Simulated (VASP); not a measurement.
# CoO: relaxation of cell and atoms with PBE

CoO:

```
CELL_PARAMETERS angstrom
0.00000 2.13150 2.13150
2.13150 0.00000 2.13150
2.13150 2.13150 0.00000
ATOMIC_POSITIONS crystal
Co 0.00000 0.00000 0.00000
O 0.50000 0.50000 0.50000
```

* Program: VASP 6.6.1
* Task: relaxation of cell and atoms
* Functional: PBE
* Potentials or basis: VASP PAW PBE potentials, release 64 (Co, O)
* Cutoff: 600 eV
* k mesh: 12 × 12 × 12
* Occupations: gaussian, width 0.03 eV
* Spin: collinear spin, ferromagnetic start
* Starting moments: [3.0, 0.0] μB
* Further INCAR settings: ALGO = Normal; EDIFF = 1e-06; AMIX = 0.2; BMIX = 0.0001; IBRION = 2; EDIFFG = -0.01; NSW = 90; ISIF = 3

* Relaxed volume: 9.54 Å³/atom
* Relaxed cell: a = 2.999 Å, b = 2.999 Å, c = 2.999 Å, α = 60.00°, β = 60.00°, γ = 60.00°
* Space group after relaxing (to 0.05 Å): Fm-3m (No. 225)
* Energy gained by relaxing: 1.1 meV/atom
* Ionic steps: 3
* Pressure after relaxing: 0.0 GPa
* Band gap on the k mesh: none (metal or under the smearing width)
* Net moment: 2.91 μB per cell
* Site moments: Co +2.56; O +0.30 μB
* Valence electrons inside the program's atomic spheres: Co 7.81; O 4.99

The path:
```csv
step,energy change (eV),largest force (eV/Å),pressure (GPa),volume (Å³)
1,0.0000,0.0000,-2.47,19.37
2,-0.0018,0.0000,1.13,18.95
3,-0.0022,0.0000,-0.03,19.08
```

Final structure:
```
Co O
1.0
     0.00000    2.12080    2.12080
     2.12080    0.00000    2.12080
     2.12080    2.12080    0.00000
Co O
1 1
Direct
  0.00000 0.00000 0.00000
  0.50000 0.50000 0.50000
```

Levels at points of the mesh, in eV from the Fermi level:
Spin up:
```
           k point  band 6  band 7  band 8  band 9  band 10  band 11  band 12  band 13
(0.00, 0.00, 0.00)   -3.17   -3.09   -3.09   -3.09     1.07    16.90    18.24    18.24
(0.50, 0.00, 0.00)   -2.35   -1.80    0.13    0.13     5.11     9.46    13.53    13.53
(0.50, 0.50, 0.00)   -2.92   -2.40   -2.07   -2.07     5.96     9.91    11.74    15.90
```
Spin down:
```csv
k point,band 3,band 4,band 5,band 6,band 7,band 8,band 9,band 10
"(0.00, 0.00, 0.00)",-2.60,-2.60,-1.12,-1.12,-1.12,0.05,0.05,1.61
"(0.50, 0.00, 0.00)",-4.70,-4.70,-0.13,-0.13,0.18,2.74,2.74,5.39
"(0.50, 0.50, 0.00)",-3.87,-3.87,-2.27,0.13,0.13,0.53,1.01,6.81
```

Wall time 32 s on 1 thread of Intel(R) Xeon(R) 6975P-C (Granite Rapids), with other jobs on the host, peak memory 0.18 GiB.

Caveat: a cell with one magnetic atom can't hold antiferromagnetic order, which such compounds often take; semilocal functionals often make such compounds metallic where correlation or magnetic order opens a gap, which also shifts bond lengths. With open d or f shells a metallic result of PBE can be an artefact of self-interaction; +U or a hybrid may open a gap.
